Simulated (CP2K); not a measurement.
Runs of CP2K 2026.2 on Si2Mo. It takes space group I4/mmm (No. 139, tetragonal). Conventional cell: a = 3.200 Å, b = 3.200 Å, c = 7.861 Å, α = 90.00°, β = 90.00°, γ = 90.00°. Mo (site symmetry 4/mmm) is surrounded by 10 Si at 2.62 Å. Around Si (site symmetry 4mm) lie 5 Si at 2.61 to 2.63 Å and 5 Mo at 2.62 Å. 

| task | level | cell | EPS_DEFAULT | NGRIDS | hirshfeld SHAPE_FUNCTION | VORONOI_RADII | gap on the mesh (eV) | pressure (GPa) | largest force (eV/Å) |
| --- | --- | --- | --- | --- | --- | --- | --- | --- | --- |
| single point | PBEsol | as given | 1.0E-10 | 4 | - | - | none | -0.2 | 0.33 |
| atomic charges | PBE | strain_c = 0.02 | 1.0E-9 | 5 | GAUSSIAN | VDW | none | -0.9 | 0.31 |
| atomic charges | PBE | strain_c = -0.04 | 1.0E-9 | 5 | GAUSSIAN | VDW | none | 12.9 | 0.18 |
| atomic charges | PBE | strain_c = -0.02 | 1.0E-9 | 5 | GAUSSIAN | VDW | none | 7.6 | 0.24 |
| atomic charges | PBE | strain_c = 0.06 | 1.0E-9 | 5 | GAUSSIAN | VDW | none | (b) | 0.34 |
| atomic charges | PBE | strain_c = 0 | 1.0E-9 | 5 | GAUSSIAN | VDW | none | (c) | (a) |
| atomic charges | PBE | strain_c = 0.04 | 1.0E-9 | 5 | GAUSSIAN | VDW | none | -4.2 | 0.33 |

Alike in all rows: potentials or basis POTENTIAL_UZH Mo GTH-PBE-q14, Si GTH-PBE-q4; TZVP-MOLOPT-PBE-GTH basis; no spin polarisation; k mesh 12 × 12 × 12; smearing fermi-dirac 0.05 eV.

Problem. Estimate the missing entries.

Solution. (a) 0.28; (b) -7.0; (c) 3.0.

Caveats: the basis of atomic orbitals isn't converged, which shifts pressures, moduli and gaps; the potentials were made for another functional, which shifts forces and pressure (some runs).

A k mesh can miss the band edges, and the runs leave out spin-orbit coupling on Mo.

A gap of «none» marks a metal or a gap under the smearing width.
